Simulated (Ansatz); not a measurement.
The system is Na.

```xyz
1
Lattice="-2.1410 2.1410 2.1410 2.1410 -2.1410 2.1410 2.1410 2.1410 -2.1410" Properties=species:S:1:pos:R:3 pbc="T T T"
Na    0.0000    0.0000    0.0000
```

| Property | Result |
| --- | --- |
| Program | Ansatz 0.2.0 |
| Task | relaxation of cell and atoms |
| Functional | PBEsol |
| Potentials or basis | all-electron LAPW, scalar-relativistic |
| Basis error allowed | 0.001 eV/atom |
| k mesh | 9 × 9 × 9 |
| Occupations | fermi-dirac, width 0.05 eV |
| Spin | no spin polarisation |

At the start: volume 39.26 Å³/atom.

How do energy, volume and symmetry change on relaxing?

Over 5 steps the energy falls by 5.5 meV/atom and the volume is 36.21 Å³/atom (-7.8 %); space group Im-3m (No. 229, to 0.05 Å).

The path:
```tsv
step	energy change (eV)	largest force (eV/Å)	volume (Å³)
1	0.0000	0.0000	39.26
2	-0.0016	0.0000	38.74
3	-0.0054	0.0000	35.96
4	-0.0055	0.0000	36.21
5	-0.0055	0.0000	36.21
```

Final structure:
```
Na
1.0
    -2.08403    2.08403    2.08403
     2.08403   -2.08403    2.08403
     2.08403    2.08403   -2.08403
Na
1
Cartesian
  0.0000 0.0000 0.0000
```
